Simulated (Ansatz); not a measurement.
Input for Ansatz (plane-wave DFT, PAW):

```yaml
crystal:
  lattice:
    - [3.9809096039, 0.0, 0.0]
    - [-1.9904548019, 3.4475688471, 0.0]
    - [0.0, 0.0, 5.2316721624]
  atoms:
    - { symbol: H, position: [0.33333333, 0.66666667, 0.17649588] }
    - { symbol: H, position: [0.66666667, 0.33333333, 0.67649588] }
    - { symbol: H, position: [0.66666667, 0.33333333, 0.82350412] }
    - { symbol: H, position: [0.33333333, 0.66666667, 0.32350412] }
basis:
  ecutwfc: 500
kpoints:
  mp_grid: { grid: [9, 9, 6] }
hamiltonian:
  xc: r2scan
scf:
  occupations: { method: gaussian, width: 0.02 }
output:
  forces: true
  stress: true
  eigenvalues: true
```

Command:
```bash
ansatz run input.yaml --threads 1 --pin off --max-ram 1331MiB --backend cpu --events-out ev --progress --plain --runs-dir out
```

Computed with DFT r2SCAN, scalar-relativistic, plane waves, PAW in Ansatz 0.2.0.

From the run's log, abridged:

```
Pseudopotentials: kind: paw
Pseudopotential: H, paw, valence charge 1, recommended cutoff 500 eV (meta_gga)
Functional definition: r2SCAN
Crystal: 4 atoms, lattice volume = 71.802 Å³
Basis set: ecut = 500 eV, 1837 PW (Γ), exchange–correlation on 120×120×160 points (64 copies of the dense FFT grid, shifted against one another)
Bands: 6, of which v1, the nominal top of the filled ones, is band 2 counted from 1 (1 counted from 0)
Symmetry: 24 space group operations
Space group: P63/mmc (ITA 194), of the structure as read, at distance tolerance 4.2e-5 Å
k-points: 48 of 486
Initial density: superposition of atomic densities (neutral atoms: chi_scale 0, normalization atom), corrected by the library's trained network
Initial wavefunctions: pseudopotential atomic-orbital guess
Functional: x = r2scan, c = r2scan; τ floored in thin density (d = 2e-4 eV/Å³)
SCF iter   1: F=—  HF=-63.836956 eV  |F-HF|=—  |Δ(HF+E_count)|=         —  Δρ=1.27e-3  dr2=8.81e-4  dr2_τ=2.14e-2  ethr=1.77e-3  ⟨swp⟩=4.6  Hψ=2473  notcnv=0
SCF iter   2: F=—  HF=-63.744399 eV  |F-HF|=—  |Δ(HF+E_count)|=   9.26e-2  Δρ=5.64e-4  dr2=1.45e-4  dr2_τ=1.42e-5  ethr=2.20e-5  ⟨swp⟩=3.2  Hψ=1166  notcnv=0
SCF iter   3: F=—  HF=-63.744529 eV  |F-HF|=—  |Δ(HF+E_count)|=   1.30e-4  Δρ=6.73e-5  dr2=2.06e-6  dr2_τ=4.33e-7  ethr=3.63e-6  ⟨swp⟩=2.0  Hψ=578  notcnv=0
SCF iter   4: F=—  HF=-63.744560 eV  |F-HF|=—  |Δ(HF+E_count)|=   3.10e-5  Δρ=1.03e-5  dr2=3.63e-8  dr2_τ=5.18e-9  ethr=5.16e-8  ⟨swp⟩=2.0  Hψ=575  notcnv=0
SCF iter   5: F=-63.744560 eV  HF=-63.744560 eV  |F-HF|=1.24e-8  |Δ(HF+E_count)|=   2.10e-7  Δρ=1.14e-6  dr2=8.83e-10  dr2_τ=4.30e-11  ethr=9.09e-10  ⟨swp⟩=2.0  Hψ=384  notcnv=0
SCF iter   6: F=-63.744560 eV  HF=-63.744560 eV  |F-HF|=3.99e-10  |Δ(HF+E_count)|=   1.34e-8  Δρ=2.57e-7  dr2=4.01e-11  dr2_τ=3.46e-12  ethr=2.21e-11  ⟨swp⟩=1.1  Hψ=821  notcnv=0
SCF 1 converged in 6 iterations: F = -63.744560 eV  dr2 = 4.01e-11
SCF converged after 6 iterations
Free energy (F): -63.744560 eV
Harris-Foulkes:  -63.744560 eV  (|F-HF|=3.99e-10)
Internal energy: -63.744560 eV  (E = F + TS)
E sigma→0 (E₀):  -63.744560 eV
Fermi energy:    -4.249819 eV
--- Per-component energies (eV) ---
  E_band       = -38.823886
  E_kinetic    = 53.002312
  E_local      = -99.923157  (includes V_loc(G=0)·N_el)
  E_nonlocal   = 6.615385
  E_hartree    = 25.567896
  E_xc         = -35.180846
  E_vxc        = -49.574460  (∫ρ·V_xc dr)
  E_paw        = -2.246488  (= ΣΔE_a)
  E_vpaw       = -2.933269  (= ΣTr[D̂ρ^β])
  E_aug_tail   = -0.001793  (compensation charges beyond the density's cutoff)
  E_vtau       = 2.855344  (kinetic-family band-sum trace: ∫τ·v_τ [+ j·A + Jᵃ·Aᵃ] dr)
  E_ewald      = -11.577869
  E_smearing   =  0.000000  (= −TS)
--- Forces (eV/Å), atoms counted from 1 ---
  atom   1  H      0.00000000     0.00000000     0.91715247
  atom   2  H      0.00000000     0.00000000     0.91715247
  atom   3  H      0.00000000     0.00000000    -0.91715247
  atom   4  H      0.00000000     0.00000000    -0.91715247
--- Stress (GPa, compression-positive) ---
        0.008059       0.000000       0.000000
        0.000000       0.008059       0.000000
        0.000000       0.000000      -3.080239
  P = ⅓ Tr σ = -1.0214 GPa (-10.214 kbar)
--- Band table (eV; the first three rows and the last of 48) ---
  k-point 0: bands = ["-10.4501", "-9.2792", "0.7796", "3.4706", "6.6141", "7.1513"]
  k-point 1: bands = ["-10.3816", "-9.3698", "0.8938", "3.1494", "6.9265", "7.4479"]
  k-point 2: bands = ["-10.1884", "-9.6068", "1.2332", "2.4698", "7.7031", "8.0212"]
  k-point 47: bands = ["-9.6025", "-9.6025", "1.8007", "1.8007", "3.6023", "3.6023"]
```

Self-consistency was reached.

 The cell holds molecules, and where no dispersion correction was added their binding is poorly described.